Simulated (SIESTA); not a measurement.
Runs of SIESTA 5.4.2 on BP. It takes space group F-43m (No. 216, cubic). The conventional cell has a = 4.538 Å, b = 4.538 Å, c = 4.538 Å, α = 90.00°, β = 90.00°, γ = 90.00°. P (site symmetry -43m) is surrounded by 4 B at 1.97 Å. B (site symmetry -43m) is surrounded by 4 P at 1.97 Å. 

| task | level | potentials or basis | gap on the mesh (eV) | pressure (GPa) | V0 of scaled cells (Å³/atom) | B0 (GPa) |
| --- | --- | --- | --- | --- | --- | --- |
| band structure | AM05 | PseudoDojo 0.4 standard (PBEsol files), DZP (energy shift 0.003 Ry) | 1.17 | 1.2 | - | - |
| equation of state | LDA | PseudoDojo 0.4 standard (LDA files), DZP (energy shift 0.003 Ry) | - | - | 11.53 | (a) |
| band structure | LDA | PseudoDojo 0.4 standard (LDA files), DZP (energy shift 0.003 Ry) | (c) | -2.2 | - | - |
| band structure | BLYP | PseudoDojo 0.4 standard (PBE files), DZP (energy shift 0.003 Ry) | (b) | 10.8 | - | - |
| equation of state | PBEsol | PseudoDojo 0.4 standard (PBEsol files), DZP (energy shift 0.003 Ry) | - | - | 11.79 | 164 |

Alike in all rows: no spin polarisation; cell as given; k mesh 10 × 10 × 10; smearing fermi-dirac 0.05 eV; grid cutoff 500 Ry; energy shift 0.003 Ry.

Q: Fill in the values left out.

A: (a) 169; (b) 1.54; (c) 1.22.

Caveats: the basis of atomic orbitals isn't converged, which shifts pressures, moduli and gaps; the potentials were made for another functional, which shifts forces and pressure (some runs).

